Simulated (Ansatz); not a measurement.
## RbCl in the rocksalt structure

The computed numbers are results of PBEsol, scalar-relativistic (no spin polarisation) in the plane-wave PAW code Ansatz at 420 eV, 8×8×8 k-mesh, Gaussian smearing of 0.05 eV. The datasets are Ansatz's generated set soft_2.

```
Rb Cl
1.0
     0.00000    3.27155    3.27155
     3.27155    0.00000    3.27155
     3.27155    3.27155    0.00000
Rb Cl
1 1
Direct
  0.50000 0.50000 0.50000
  0.00000 0.00000 0.00000
```

The start was a prototype's sites filled with these elements; the Crystallography Open Database holds the compound in this structure.

Cell and atoms are those of this level's equilibrium.

Elastic constants come from the stress of slightly strained cells with relaxed atoms, in GPa, Voigt order xx, yy, zz, yz, xz, xy in the Cartesian frame of the vectors above.

```
38.70  5.41  5.41  0.00  0.00  0.00
 5.41 38.70  5.41  0.00  0.00  0.00
 5.41  5.41 38.70  0.00  0.00  0.00
 0.00  0.00  0.00  5.08  0.00  0.00
 0.00  0.00  0.00  0.00  5.08  0.00
 0.00  0.00  0.00  0.00  0.00  5.08
```

Q: Work out the Voigt, Reuss and Hill moduli.

A: Voigt: K = (C11 + C22 + C33 + 2(C12 + C13 + C23))/9 = 16.5 GPa, G = (C11 + C22 + C33 − C12 − C13 − C23 + 3(C44 + C55 + C66))/15 = 9.7 GPa. Reuss, from the compliances S = C⁻¹: K = 16.5 GPa, G = 7.0 GPa. Hill means: K = 16.5 GPa, G = 8.4 GPa.

Q: And Young's modulus, Poisson's ratio, Pugh's ratio and the anisotropy?

A: E = 9KG/(3K + G) = 21 GPa, ν = (3K − 2G)/(6K + 2G) = 0.28, K/G = 1.97 (over the 1.75 that Pugh's rule, made for metals, takes as the line between brittle and ductile), universal anisotropy index 5G_V/G_R + K_V/K_R − 6 = 1.9. The eigenvalues of C are 5.1, 5.1, 5.1, 33, 33, 50 GPa, all positive.

Q: What sound velocities and Debye temperature follow for a polycrystal?

A: With a density of 2.867 g/cm³ (mean mass 60.5 u, 35.02 Å³/atom), K = 16.51 and G = 8.37 GPa from the unrounded constants, v_l = √((K + 4G/3)/ρ) = 3110 m/s and v_t = √(G/ρ) = 1710 m/s. The mean [(1/v_l³ + 2/v_t³)/3]^(−1/3) is 1900 m/s, and θ_D = (ħ/k_B)(6π²/V)^(1/3) v_m ≈ 170 K, with V the volume an atom. This is the low-temperature, elastic estimate.

For a cubic crystal three numbers say it all: C11 = 38.7, C12 = 5.4, C44 = 5.1 GPa. K = (C11 + 2C12)/3 = 16.5 GPa. The two shear moduli are C44 and C′ = (C11 − C12)/2 = 16.6 GPa, so Zener's ratio C44/C′ is 0.31: the crystal is stiffest along ⟨100⟩ and softest along ⟨111⟩. The Cauchy pressure C12 − C44 is 0.3 GPa; pair forces would make it zero if every atom sat on a centre of inversion, as here.

The equation of state, an independent route, gives B0 = 16.5 GPa, against 16.5 GPa here.

It took roughly 27 core-seconds on a shared host.

RbCl resists compression along the cube axes far more than shear of the cube faces, as expected of an ionic rocksalt crystal with a large cation. Strain along ⟨100⟩ directly compresses the Rb–Cl contacts and meets steep closed-shell repulsion, which raises C11. The shear governed by C44 leaves those contact lengths unchanged to first order, so its resistance comes mainly from electrostatics and weaker, more distant interactions. The near equality of C12 and C44 fits predominantly central forces, though it doesn't by itself prove purely pairwise bonding.

The Pugh ratio doesn't establish ductility. Rocksalt halides slip mainly on {110} along ⟨110⟩, a shear governed by the stiffer modulus C′; the easy glide reflects the avoidance of like-charge contacts rather than elastic softness. This primary slip family offers too few independent systems for general polycrystalline deformation. The matching bulk moduli support the combination C11 + 2C12, but leave C44, and hence the strong anisotropy, without an independent check.
